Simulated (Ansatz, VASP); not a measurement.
## One calculation of MgS, two programs

File INCAR:

```
SYSTEM = MgS
PREC = Accurate
ENCUT = 520
EDIFF = 1E-6
ISMEAR = 0
SIGMA = 0.01
LREAL = .False.
LASPH = .True.
NELM = 80
ALGO = Normal
ISIF = 2
LWAVE = .False.
LCHARG = .False.
GGA = PS
NBANDS = 16
```

KPOINTS

```
Automatic mesh
0
Gamma
  6 6 2
  0 0 0
```

The input POSCAR:

```
MgS
1.0
    3.6454348056      0.0000000000      0.0000000000
   -1.8227174028      3.1570391495      0.0000000000
    0.0000000000      0.0000000000      6.1473560907
Mg S
2 2
Direct
    0.0000000000      0.0000000000      0.0000000000
    0.0000000000      0.0000000000      0.5000000000
    0.3333333333      0.6666666667      0.2500000000
    0.6666666667      0.3333333333      0.7500000000
```

Input for Ansatz:

```yaml
crystal:
  lattice:
    - [3.6454348056, 0.0, 0.0]
    - [-1.8227174028, 3.1570391495, 0.0]
    - [0.0, 0.0, 6.1473560907]
  atoms:
    - { symbol: Mg, position: [0.0, 0.0, 0.0] }
    - { symbol: Mg, position: [0.0, 0.0, 0.5] }
    - { symbol: S, position: [0.3333333333, 0.6666666667, 0.25] }
    - { symbol: S, position: [0.6666666667, 0.3333333333, 0.75] }
kpoints:
  mp_grid: { grid: [6, 6, 2] }
hamiltonian:
  xc: pbesol
scf:
  occupations: { method: fixed }
output:
  optics:
    e_range: [0, 10]
    de: 0.2
    sigma: 0.15
    scissors: 2.5
    scheme: gaussian
    bands: { spectra_wanted_up_to: 10 }
  write_density: true
  write_potential: true
  elf: true
  volumetric_format: npy
```

Alike in both runs: task single point; functional PBEsol; k mesh 6 × 6 × 2; no spin polarisation.

|  | VASP | Ansatz |
| --- | --- | --- |
| version | VASP 6.6.1 | Ansatz 0.2.0 |
| potentials or method | VASP PAW PBE potentials, release 64 (Mg, S) | plane waves, PAW |
| plane-wave cutoff (eV) | 520 | 420 |
| occupations | gaussian, width 0.01 eV | fixed |
| valence electrons in the cell | 16 | 32 |

|  | VASP | Ansatz | Ansatz less VASP |
| --- | --- | --- | --- |
| gap on the k mesh at the Fermi level (eV) | 3.33 | 3.33 | -0.007 |

The two sets of potentials don't hold the same shells in valence.

Caveats: the k mesh is coarse (spacing up to 0.51 Å⁻¹), so the values aren't converged. A k mesh can miss the band edges.
